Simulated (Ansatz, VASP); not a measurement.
# One calculation of BN, two programs

```
B N
1.0
     2.47794    0.00000    0.00000
    -1.23897    2.14596    0.00000
     0.00000    0.00000    4.16115
B N
2 2
Direct
  0.66667 0.33333 0.99981
  0.33333 0.66667 0.49981
  0.66667 0.33333 0.62519
  0.33333 0.66667 0.12519
```

Change from the starting cell: strain -0.030 along x and y, -0.015 along z, atoms carried along.

Alike in both runs: task single point; functional PBE; k mesh 12 × 12 × 6; occupations gaussian, width 0.05 eV; no spin polarisation.

|  | VASP | Ansatz |
| --- | --- | --- |
| version | VASP 6.6.1 | Ansatz 0.2.0 |
| potentials or method | VASP PAW PBE potentials, release 64 (B, N) | scalar-relativistic, plane waves, PAW |
| plane-wave cutoff (eV) | 520 | 420 |
| valence electrons in the cell | 16 | 16 |

```tsv
	VASP	Ansatz	Ansatz less VASP
gap on the k mesh at the Fermi level (eV)	5.02	5.04	+0.017
least direct gap on the mesh (eV)	8.46	8.47	+0.006
pressure (GPa)	33.0	32.6	-0.48
largest component of the traceless stress (GPa)	11.43	11.32	-0.102
rms of the force components (eV/Å)	0.074	0.071	-0.0027
```

Atom by atom the forces differ by 0.003 eV/Å (rms over components). The functional is the same, so the differences come from potentials, cutoffs and numerics.

Caveats: so large a pressure means that the cell lies far from this level's equilibrium, or that cutoff or potentials fall short (VASP). A k mesh can miss the band edges.
